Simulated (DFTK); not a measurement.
Set up this calculation in DFTK 0.8.2, as the native input.

```
Task                         : single point
Functional                   : PBE
Potentials or basis          : dojo.nc.sr.pbe.v0_4_1.standard.upf (PBE)
Cutoff                       : 1007 eV
k mesh                       : 10 × 10 × 2
Occupations                  : fermi-dirac, width 0.05 eV
Spin                         : no spin polarisation
Valence electrons            : S 6, W 14
SCF tolerance on the density : 1e-06
```

Slab: WS2, a slab with vacuum.

```
W S
1.0
     3.18352    0.00000    0.00000
    -1.59176    2.75701    0.00000
     0.00000    0.00000   16.95058
W S
1 2
Cartesian
  0.0000 0.0000 0.0000
  0.0000 1.8380 1.5595
  0.0000 1.8380 15.3911
```

One way to write it, as run:

run.jl

```julia
using DFTK
using PseudoPotentialData
using Unitful, UnitfulAtomic
using LinearAlgebra, Printf
include("save.jl")
disable_threading()

# lattice vectors are the columns
lattice = austrip(1u"Å") * [  3.1835163552  -1.5917581776            0.0;
                      0.0   2.7570060369            0.0;
                      0.0            0.0    16.95057789]
symbols   = [:W, :S, :S]
positions = [[0.0, 0.0, 0.0],
             [0.3333333333, 0.6666666667, 0.09200051],
             [0.3333333333, 0.6666666667, 0.90799949]]
pseudopotentials = PseudoFamily("dojo.nc.sr.pbe.v0_4_1.standard.upf")
elements = Dict(s => ElementPsp(s, pseudopotentials) for s in unique(symbols))
atoms    = [elements[s] for s in symbols]

build_model(lattice, positions; symmetries=true) =
    model_DFT(lattice, atoms, positions;
              functionals=PBE(),
              temperature=austrip(0.05u"eV"),
              smearing=Smearing.FermiDirac(),
              symmetries)
Ecut  = 37.0  # hartree
kgrid = [10, 10, 2]
tol   = 1e-6
to_GPa = ustrip(uconvert(u"GPa", 1u"hartree/bohr^3"))

model = build_model(lattice, positions)
basis = PlaneWaveBasis(model; Ecut, kgrid)
display(basis)
scfres = self_consistent_field(basis;
                               tol,
                               nbandsalg=AdaptiveBands(model; n_bands_converge=18))
display(scfres.energies)
@printf "Fermi level: %.6f eV\n" ustrip(auconvert(u"eV", something(scfres.εF, NaN)))
forces = compute_forces_cart(scfres)
println("Forces (eV/Å)")
for (s, f) in zip(symbols, forces)
    @printf "%-3s %12.6f %12.6f %12.6f\n" s ustrip.(auconvert.(u"eV/Å", f))...
end
stress = compute_stresses_cart(scfres)
println("Stress (GPa)")
display(round.(stress * to_GPa; digits=4))
println("Levels at the first k-point (eV): ", round.(ustrip.(auconvert.(u"eV", scfres.eigenvalues[1][1:scfres.n_bands_converge])); digits=4))
save_scf!(scfres; forces, stress)
```

Potentials or basis: dojo.nc.sr.pbe.v0_4_1.standard.upf (PBE).

Launch:

```sh
$ julia --threads=1 run.jl  # save.jl only writes the numbers to a file and isn't shown; printed stress counts tension as positive; times include loading and compiling
```

Results of the run:

```yaml
Largest_force: 0.264 eV/Å
Band_gap_on_the_k_mesh: 1.99 eV, indirect (least direct gap 2.15 eV)
```

Caveat: spin-orbit coupling is left out, which moves the levels of the heavy elements.

Wall time 12 min on 1 thread of Intel(R) Xeon(R) Platinum 8375C CPU @ 2.90GHz (Ice Lake), on a shared host, peak memory 3.7 GiB.
